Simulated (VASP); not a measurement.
# GaSb in VASP 6.6.1, single-point calculation

INCAR

```
NELM = 96
LASPH = .TRUE.
ISMEAR = -1
LCHARG = .FALSE.
IBRION = -1
EDIFF = 1E-7
ENCUT = 520
ISPIN = 2
NSW = 0
ISIF = 2
NBANDS = 16
LREAL = .FALSE.
SIGMA = 0.02
GGA = PE
MAGMOM = 1 -1
PREC = Accurate
LWAVE = .FALSE.
```

KPOINTS

```
KPOINTS created by Atomic Simulation Environment
0
Gamma
8 8 8
0 0 0
```

POSCAR

```
Ga Sb
 1.0000000000000000
     0.0000000000000000    3.0508559941000000    3.0778970451999998
     3.0508559941000000    0.0000000000000000    3.0778970451999998
     3.0508559941000000    3.0508559941000000    0.0000000000000000
 Ga  Sb
   1   1
Cartesian
  0.0000000000000000  0.0000000000000000  0.0000000000000000
  1.5254279970499998  1.5254279970499998  1.5389485225999999
```

The recommended PBE PAW datasets give the neutral cell 18 valence electrons.

Command

```
mpirun -np 1 vasp_std
```

**Question.** How does this run end, and what does it give?

**Answer.** It converged. Results: pressure 2.4 GPa; magnetic moment of the cell 0.00 μB.

OSZICAR

```
N       E                     dE             d eps       ncg     rms          rms(c)
DAV:   1     0.827775070154E+02    0.82778E+02   -0.86169E+03  3816   0.140E+03
DAV:   2    -0.770789981675E+00   -0.83548E+02   -0.80686E+02  4496   0.299E+02
DAV:   3    -0.702546654433E+01   -0.62547E+01   -0.62421E+01  4624   0.646E+01
DAV:   4    -0.713348349290E+01   -0.10802E+00   -0.10801E+00  4720   0.956E+00
DAV:   5    -0.713607566214E+01   -0.25922E-02   -0.25921E-02  4816   0.131E+00    0.703E+00
DAV:   6    -0.732025785169E+01   -0.18418E+00   -0.19952E-01  5144   0.632E+00    0.311E+00
DAV:   7    -0.734891785014E+01   -0.28660E-01   -0.63302E-02  4648   0.284E+00    0.141E+00
DAV:   8    -0.734441661555E+01    0.45012E-02   -0.18605E-02  4408   0.897E-01    0.399E-01
DAV:   9    -0.734576541967E+01   -0.13488E-02   -0.37040E-03  4616   0.443E-01    0.174E-01
DAV:  10    -0.734599824970E+01   -0.23283E-03   -0.37407E-04  4952   0.150E-01    0.462E-02
DAV:  11    -0.734615026720E+01   -0.15202E-03   -0.10594E-04  4464   0.629E-02    0.239E-02
DAV:  12    -0.734621712254E+01   -0.66855E-04   -0.55561E-05  4544   0.438E-02    0.106E-02
DAV:  13    -0.734622371551E+01   -0.65930E-05   -0.94823E-06  4840   0.211E-02    0.565E-03
DAV:  14    -0.734622481250E+01   -0.10970E-05   -0.18864E-06  4512   0.115E-02    0.214E-03
DAV:  15    -0.734622505789E+01   -0.24539E-06   -0.25773E-07  4752   0.435E-03    0.703E-04
DAV:  16    -0.734622511845E+01   -0.60554E-07   -0.33620E-08  3736   0.145E-03
   1 F= -.73462251E+01 E0= -.73461474E+01  d E =-.155369E-03  mag=    -0.0000
```

For comparison, a separate PBE run of the intended cell, on usual settings and not on those above, gives a gap of 0.01 eV on its mesh and a pressure of 2.4 GPa.
